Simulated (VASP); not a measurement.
Input:

```
CELL_PARAMETERS angstrom
      0.00000     3.08412     3.08412
      3.08412     0.00000     3.08412
      3.08412     3.08412     0.00000
ATOMIC_POSITIONS crystal
  Al 0.00000 0.00000 0.00000
  Sb 0.25000 0.25000 0.25000
```

The numbers are results of PBEsol GGA, VASP's PBE PAW potentials (set 64) (plane waves; VASP), not measurements. Numerical set-up: 400 eV cut-off, Gaussian smearing of 0.050 eV, potentials Al Sb.

Unless said otherwise, spin-orbit coupling is left out, though it shifts the bands of the heavy elements here.

Question: Give the energies of bands 2 to 7 at the high-symmetry points, in eV from the valence-band maximum.

Answer: 
| band | Γ | X | U | L | W |
|---|---|---|---|---|---|
| 2 | 0.00 | -5.47 | -5.27 | -5.39 | -5.24 |
| 3 | 0.00 | -2.17 | -3.25 | -0.90 | -3.04 |
| 4 | 0.00 | -2.17 | -1.83 | -0.90 | -2.73 |
| 5 | 1.45 | 1.14 | 1.62 | 1.26 | 3.87 |
| 6 | 3.09 | 1.38 | 3.99 | 3.69 | 4.37 |
| 7 | 3.09 | 8.65 | 6.75 | 3.69 | 4.50 |

The gap is indirect, 1.13 eV, from the valence maximum at Γ to the conduction minimum at Γ-X at 0.93.

The structure was generated: AlSb was put into the zinc blende type (F-43m), which need not be its known phase. It was relaxed first, which changed the volume by +8 %.
